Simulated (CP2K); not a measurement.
Runs of CP2K 2026.2 on As. Symmetry: R-3m, No. 166, trigonal system. The conventional cell has a = 3.762 Å, b = 3.762 Å, c = 10.542 Å, α = 90.00°, β = 90.00°, γ = 120.00°. As (site symmetry 3m) has 3 As at 2.51 Å as nearest neighbours. 

```csv
level,spin,cell,smearing,MAX_SCF,MIXING ALPHA,NBUFFER,NGRIDS,ADDED_MOS,gap on the mesh (eV),pressure (GPa),largest force (eV/Å)
RPBE,off,as given,gaussian 0.05 eV,100,0.4,8,5,[10],none,(a),0.47
PBEsol,off,as given,gaussian 0.02 eV,100,0.4,8,4,[10],none,2.7,0.64
PBEsol+D4,"collinear, zero start",cell strained at random at fixed volume,gaussian 0.05 eV,150,0.2,10,4,"[10, 10]",none,1.1,0.60
PBEsol,off,the cell as VASP's run set it,gaussian 0.02 eV,100,0.4,8,4,[10],none,2.7,0.64
```

Alike in all rows: task single point; potentials or basis POTENTIAL_UZH As GTH-PBE-q5; TZVP-MOLOPT-PBE-GTH basis; k mesh 9 × 9 × 9.

**Question.** Fill in the values left out.

**Answer.** (a) 5.2.

Caveats: the potentials were made for another functional, which shifts forces and pressure; the basis of atomic orbitals isn't converged, which shifts pressures, moduli and gaps; pairwise dispersion overbinds metals, which lowers pressure and volume (some runs).

A k mesh can miss the band edges, and the runs leave out spin-orbit coupling on As.

A gap of «none» marks a metal or a gap under the smearing width.
